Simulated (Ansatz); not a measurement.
The elements of this relaxed crystal are hidden behind letters.

```
lattice vectors (Å)
   3.0918    0.0000    0.0000
  -1.5459    2.6775    0.0000
   0.0000    0.0000    5.0740
fractional positions
X 0.3333 0.6667 0.0046
X 0.6667 0.3333 0.5046
Z 0.3333 0.6667 0.3804
Z 0.6667 0.3333 0.8804
```

The calculation used Ansatz 0.2.0, DFT PBE, scalar-relativistic, plane waves, PAW. Cutoff 420 eV, Γ-centred 12×12×6 mesh (4-atom cell), Gaussian smearing of 0.02 eV, no spin polarisation.

- Space group: P6_3mc (No. 186)
- Conventional cell: a = 3.092 Å, c = 5.074 Å
- Volume per atom: 10.50 Å³
- Density: 3.17 g/cm³
- Formation energy: −0.200 eV/atom
- Gap on the 12×12×6 mesh of the 4-atom cell: 2.31 eV

Energies are uncorrected and count from the elements' standard states at the same level.

Q: X is a p-block element of period 3 and Z is a p-block element of period 2. Which elements are they?

A: X = Si, Z = C, so the formula is SiC, here in the wurtzite type. Density times volume gives a mean mass of 3.17 × 10.50/1.6605 = 20.0 u per atom, and this set has 20.0 u. Among the elements that the hints allow, noble gases aside, only these give it. Around Si lie 4 C at 1.89–1.91 Å; C is surrounded by 4 Si at 1.89–1.91 Å.

Kohn–Sham gaps at this level usually fall short of measured ones. A structure relaxed within its symmetry needn't be a true minimum.
